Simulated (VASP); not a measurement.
# InAs in VASP 6.6.1, single-point calculation

INCAR

```
EDIFF = 1E-7
ALGO = Conjugate
NBANDS = 16
IBRION = -1
NELM = 73
ISIF = 2
SIGMA = 0.02
ENCUT = 520
PREC = Accurate
LREAL = .FALSE.
LWAVE = .FALSE.
LCHARG = .FALSE.
LASPH = .TRUE.
ISMEAR = -1
NSW = 0
GGA = PE
```

KPOINTS

```
KPOINTS created by Atomic Simulation Environment
0
Gamma
8 8 8
0 0 0
```

POSCAR

```
In As
 1.0000000000000000
     0.0000000000000000    3.1767740920000000    2.9167708661999998
     3.1767740920000000    0.0000000000000000    2.9167708661999998
     3.1767740920000000    3.1767740920000000    0.0000000000000000
 In  As
   1   1
Cartesian
  0.0000000000000000  0.0000000000000000  0.0000000000000000
  1.5883870460000000  1.5883870460000000  1.4583854330999999
```

The recommended PBE PAW datasets give the neutral cell 18 valence electrons.

Command

```
mpirun -np 1 vasp_std
```

**Question.** How does this run end, and what does it give?

**Answer.** It converged. Results: gap between bands v and c on the k mesh 0.26 eV; least direct gap on the k mesh 0.34 eV; pressure 0.2 GPa. Band v is the last that the valence electrons fill when counted band by band, and c is the next.

OSZICAR

```
N       E                     dE             d eps       ncg     rms           ort
DAV:   1     0.112727994896E+03    0.11273E+03   -0.87051E+03   944   0.136E+03
DAV:   2     0.135981939266E+00   -0.11259E+03   -0.10803E+03   944   0.292E+02
DAV:   3    -0.774207475677E+01   -0.78781E+01   -0.78352E+01   944   0.762E+01
DAV:   4    -0.793993337510E+01   -0.19786E+00   -0.19781E+00   944   0.133E+01
DAV:   5    -0.794918284987E+01   -0.92495E-02   -0.92492E-02   944   0.255E+00
SDA:   6    -0.734873649329E+01    0.60045E+00   -0.92492E-02   944   0.141E+01   0.000E+00
CGA:   7    -0.758335232748E+01   -0.23462E+00   -0.23488E+00   944   0.416E+00   0.258E-02
CGA:   8    -0.767315409077E+01   -0.89802E-01   -0.89763E-01   944   0.384E-01   0.154E-02
CGA:   9    -0.768642854677E+01   -0.13274E-01   -0.13241E-01   944   0.102E-01   0.221E-03
CGA:  10    -0.768896886042E+01   -0.25403E-02   -0.25430E-02   944   0.377E-02  -0.822E-04
CGA:  11    -0.768971434937E+01   -0.74549E-03   -0.74632E-03   944   0.394E-03   0.482E-04
CGA:  12    -0.768986098022E+01   -0.14663E-03   -0.14473E-03   944   0.105E-03   0.128E-04
CGA:  13    -0.768988409789E+01   -0.23118E-04   -0.22959E-04   944   0.307E-04  -0.935E-05
CGA:  14    -0.768989360333E+01   -0.95054E-05   -0.91384E-05   944   0.741E-05   0.370E-05
CGA:  15    -0.768989664864E+01   -0.30453E-05   -0.28597E-05   944   0.391E-05   0.174E-05
SDA:  16    -0.768989851438E+01   -0.18657E-05   -0.27483E-05   944   0.762E-05  -0.275E-05
CGA:  17    -0.768989940291E+01   -0.88852E-06   -0.11124E-05   944   0.938E-06   0.166E-05
SDA:  18    -0.768989961143E+01   -0.20852E-06   -0.23057E-06   944   0.410E-06   0.340E-06
SDA:  19    -0.768989997965E+01   -0.36822E-06   -0.36849E-06   944   0.959E-06  -0.280E-06
SDA:  20    -0.768989998550E+01   -0.58455E-08   -0.89056E-07   944   0.204E-06   0.426E-06
   1 F= -.76899000E+01 E0= -.76898977E+01  d E =-.454777E-05
```

For comparison, a separate PBE run of the intended cell, on usual settings and not on those above, gives a gap of 0.26 eV on its mesh and a pressure of 0.2 GPa.
